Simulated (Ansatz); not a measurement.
**MgO under changes of volume**

One of the cells (11.804 Å³/atom); the others are scaled copies at fixed shape and fractional positions:

```
Mg O
1.0
     3.30779    0.00000    0.00000
    -1.65389    2.86463    0.00000
     0.00000    0.00000    4.98288
Mg O
2 2
Cartesian
  1.6539 0.9549 2.5022
  0.0000 1.9098 0.0108
  1.6539 0.9549 4.4968
  0.0000 1.9098 2.0053
```

Measurements of this composition are mostly on another form, of space group No. 225.

* Program: Ansatz 0.2.0
* Functional: r2SCAN
* Potentials or basis: Ansatz PAW
* Cutoff: 500 eV (not typed: the program's choice for these potentials)
* k mesh: 9 × 9 × 6
* Occupations: fermi-dirac, width 0.05 eV
* Spin: no spin polarisation

```csv
volume (Å³/atom),energy over the lowest point (meV/atom),pressure (GPa),gap on the mesh (eV),largest force (eV/Å)
11.096,15.93,8.2,4.51,0.040
11.332,6.25,5.0,4.38,0.017
11.568,1.09,2.1,4.26,0.005
11.804,0.00,-0.6,4.14,0.025
12.040,2.59,-2.9,4.03,0.044
12.276,?,?,?,?
12.512,17.46,-7.0,3.82,0.078
```

**Question.** What does the run at 12.276 Å³/atom give?

**Answer.** Energy over the lowest point 8.52 meV/atom; pressure -5.1 GPa; gap on the mesh 3.92 eV; largest force 0.062 eV/Å.

Worked out: A Birch-Murnaghan fit of order 3 (a polynomial in V^(-2/3)) to the other rows has its minimum at 11.75 Å³/atom with B0 = V·E''(V) = 127 GPa and B' = 4.0 at fixed shape and positions, which overstates the stiffness. It gives 8.52 meV/atom at 12.276 Å³/atom, against the run's 8.52, and -dE/dV = -5.1 GPa, against -5.1. A straight line through the other rows of the gap, of slope -5.74 eV per unit of ln V (its deformation potential), gives 3.92 eV, against the run's 3.92.

Energies are extrapolated to zero smearing.

Caveats: odd divisions of the mesh miss points on the zone boundary, where band edges often lie, so the gap on the mesh can be too wide; the PAW data sets come from PBE, with cores solved anew for the run's functional, which leaves a small shift of forces and pressure.

A mesh can miss the band edges.
